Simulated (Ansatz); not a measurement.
AlN, DFT, PBEsol, all-electron PAW with datasets made for the crystal, scalar-relativistic (Ansatz 0.2.0), run on 1 thread of Arm Neoverse V1 on a shared host.

The cell is COD entry 9008860, as deposited and not checked against the literature; nothing was relaxed. The listed cell was then made from it by scaling, straining or moving an atom.

Command: `ansatz run input.yaml --threads 1 --pin off --max-ram 4096MiB --backend cpu --events-out ev --progress --plain --runs-dir out`

```yaml
crystal:
  lattice:
    - [3.0487821086, 0.0, 0.0]
    - [-1.5243910543, 2.6403227566, 0.0]
    - [0.0, 0.0, 4.978]
  atoms:
    - { symbol: Al, position: [0.3333333333, 0.6666666667, 0.0] }
    - { symbol: Al, position: [0.6666666667, 0.3333333333, 0.5] }
    - { symbol: "N", position: [0.3333333333, 0.6666666667, 0.385] }
    - { symbol: "N", position: [0.6666666667, 0.3333333333, 0.885] }
kpoints:
  mp_grid: { grid: [10, 10, 6] }
scf:
  occupations: { method: fermi_dirac, width: 0.03 }
hamiltonian:
  xc: pbesol
  pseudopotentials: { kind: all_electron, datasets: crystal }
output:
  forces: true
  stress: true
  eigenvalues: true
  efg: { contact_densities: true }
```

(1) How large is the problem that the program sets up?

(2) Estimate the wall time and the peak memory.

(3) And the same cell and mesh by PAW with the default files, asked for forces, stress, eigenvalues, efg, on the same hardware?

## Answers

(1) 56 irreducible k-points, 687 plane waves at Γ, 12 bands.

(2) 15 s of wall time for 8 SCF iterations, with a peak of 0.57 GiB. Times on shared machines scatter by tens of per cent.

(3) 4.5 s, peak memory 0.33 GiB.
